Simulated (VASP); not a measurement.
# GaN: an input that fails (relaxed cell and band gap)

GaN, P6_3mc (no. 186), 4 atoms in the cell.

INCAR:
```
PREC     = Accurate       # precision mode
ENCUT    = 600            # plane-wave cutoff, eV
EDIFF    = 1E-7           # SCF threshold, eV
ISMEAR   = 0              # smearing method
SIGMA    = 0.02           # smearing width, eV
LREAL    = False          # projectors in reciprocal space
LASPH    = True           # aspherical terms in the spheres
GGA_COMPAT= False        
ALGO     = Normal         # electronic algorithm
NELM     = 80             # most SCF steps
ISIF     = 3              # what is computed and relaxed
LWAVE    = False          # write WAVECAR
LCHARG   = False          # write CHGCAR
GGA      = LIBXC          # functional
LIBXC1   = GGA_X_PBEE   
LIBXC2   = GGA_C_PBE    
IBRION   = 2              # ionic algorithm
EDIFFG   = -0.005         # ionic threshold
NSW      = 20             # ionic steps
KPAR     = 2             
```

KPOINTS:
```
k-points
0
Gamma
  7 7 4
```

POSCAR:
```
GaN
1.0
    3.1800000000      0.0000000000      0.0000000000
   -1.5900000000      2.7539607840      0.0000000000
    0.0000000000      0.0000000000      5.1660000000
Ga N
2 2
Direct
    0.6666666667      0.3333333333      0.5000000000
    0.3333333333      0.6666666667      0.0000000000
    0.6666666667      0.3333333333      0.8750000000
    0.3333333333      0.6666666667      0.3750000000
```

Commands:
```
cat potpaw_PBE.64/Ga_d/POTCAR potpaw_PBE.64/N/POTCAR > POTCAR
mpirun -np 2 vasp_std > vasp.out
```

VASP stops with:
```
One of the selected functionals for Libxc does not exist. Either you mistyped the name or your installed version of Libxc is not recent enough to include this functional. ---->  I REFUSE TO CONTINUE WITH THIS SICK JOB ... BYE!!! <----
```

Cause: misspelt functional name under LIBXC1.
